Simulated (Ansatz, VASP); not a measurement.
One calculation of Si, two programs

POSCAR

```
Si
1.0
    2.6205428149      0.0000000000      0.0000000000
   -1.3102714075      2.2694566494      0.0000000000
    0.0000000000      0.0000000000      2.4663543900
Si
1
Direct
    0.0000000000      0.0000000000      0.0000000000
```

File INCAR.step1:

```
SYSTEM = Si
PREC = Accurate ; ENCUT = 520
EDIFF = 1E-5 ; ISMEAR = -1
SIGMA = 0.05 ; LREAL = .FALSE.
LASPH = .TRUE. ; NELM = 60
ALGO = Normal ; ISIF = 2
LWAVE = .TRUE. ; LCHARG = .FALSE.
GGA = PE
```

File INCAR.step2:

```
SYSTEM = Si
PREC = Accurate ; ENCUT = 520
EDIFF = 1E-6 ; ISMEAR = -1
SIGMA = 0.05 ; LREAL = .FALSE.
LASPH = .TRUE. ; NELM = 60
ALGO = Normal ; ISIF = 2
LWAVE = .FALSE. ; LCHARG = .FALSE.
GGA = PE ; LHFCALC = .TRUE.
AEXX = 1.0 ; ALDAC = 0.0
AGGAC = 0.0 ; PRECFOCK = Fast
HFRCUT = -1 ; ISTART = 1
```

KPOINTS

```
Automatic mesh
0
G
  6 6 6
  0 0 0
```

KPOINTS_OPT

```
path GMKGALHA,LM,KH
10
line-mode
reciprocal
 0.0000000000  0.0000000000  0.0000000000  G
 0.5000000000  0.0000000000  0.0000000000  M

 0.5000000000  0.0000000000  0.0000000000  M
 0.3333333333  0.3333333333  0.0000000000  K

 0.3333333333  0.3333333333  0.0000000000  K
 0.0000000000  0.0000000000  0.0000000000  G

 0.0000000000  0.0000000000  0.0000000000  G
 0.0000000000  0.0000000000  0.5000000000  A

 0.0000000000  0.0000000000  0.5000000000  A
 0.5000000000  0.0000000000  0.5000000000  L

 0.5000000000  0.0000000000  0.5000000000  L
 0.3333333333  0.3333333333  0.5000000000  H

 0.3333333333  0.3333333333  0.5000000000  H
 0.0000000000  0.0000000000  0.5000000000  A

 0.5000000000  0.0000000000  0.5000000000  L
 0.5000000000  0.0000000000  0.0000000000  M

 0.3333333333  0.3333333333  0.0000000000  K
 0.3333333333  0.3333333333  0.5000000000  H
```

The input input.yaml:

```yaml
crystal:
  lattice:
    - [2.6205428149, 0.0, 0.0]
    - [-1.3102714075, 2.2694566494, 0.0]
    - [0.0, 0.0, 2.46635439]
  atoms:
    - { symbol: Si, position: [0.0, 0.0, 0.0] }
hamiltonian:
  xc: hf
  pseudopotentials: { kind: paw }
kpoints:
  mp_grid: { grid: [6, 6, 6] }
scf:
  occupations: { method: fermi_dirac, width: 0.05 }
output:
  forces: true
  stress: true
  eigenvalues: true
```

This isn't the form of Si at room conditions, which is diamond.

Alike in both runs: functional HF; k mesh 6 × 6 × 6; occupations fermi-dirac, width 0.05 eV; no spin polarisation.

```csv
,VASP,Ansatz
version,VASP 6.6.1,Ansatz 0.2.0
potentials or method,"VASP PAW PBE potentials, release 64 (Si)",Ansatz PAW
plane-wave cutoff (eV),520,420
valence electrons in the cell,4,4
task,band structure,single point
```

VASP gave:

* gap on the k mesh at the Fermi level (eV): none
* pressure (GPa): 7.1
* largest component of the traceless stress (GPa): 1.10

Task: Which values does Ansatz return?

Result: gap on the k mesh at the Fermi level (eV): none; pressure (GPa): 10.7; largest component of the traceless stress (GPa): 2.80.

A gap of «none» marks a metal or a gap that the smearing closes. The functional is the same, so the differences come from potentials, cutoffs and numerics.

Caveats: the k mesh is coarse (spacing up to 0.46 Å⁻¹), so the values aren't converged, least of all with exact exchange; the PAW data sets were made with another functional, which shifts forces and pressure a little (VASP); the PAW data sets come from PBE, with cores solved anew for the run's functional, which leaves a small shift of forces and pressure (Ansatz); the thresholds are loose for stress (Ansatz).
